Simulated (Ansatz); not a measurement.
A run of Ansatz 0.2.0:

Contents of input.yaml:

```yaml
crystal:
  lattice:
    - [3.223, 0.0, 0.0]
    - [-1.6115, 2.7911998764, 0.0]
    - [0.0, 0.0, 3.191]
  atoms:
    - { symbol: Mo, position: [0.0, 0.0, 0.0] }
    - { symbol: P, position: [0.3333333333, 0.6666666667, 0.5] }
hamiltonian:
  xc: pbe
  pseudopotentials: { kind: paw }
kpoints:
  mp_grid: { grid: [10, 10, 8] }
scf:
  occupations: { method: gaussian, width: 0.027 }
output:
  forces: true
  stress: true
  eigenvalues: true
  write_density: true
  write_potential: true
  elf: true
  volumetric_format: npy
```

Potentials or basis: Ansatz PAW.

Command:

```console
$ ansatz run input.yaml --threads 2 --pin off --max-ram 5632MiB --backend cpu --events-out ev --progress --plain --runs-dir out
```

Hardware: 2 threads of Intel(R) Xeon(R) Processor @ 2.50GHz (Skylake/Cascade Lake), on a shared host.

How long does it take, and how much memory?

Run time: 4.9 s on 2 threads of Intel(R) Xeon(R) Processor @ 2.50GHz (Skylake/Cascade Lake), on a shared host, peak memory 0.35 GiB. Counts: scf iterations 6, plane waves 551, k points 70, bands 14.
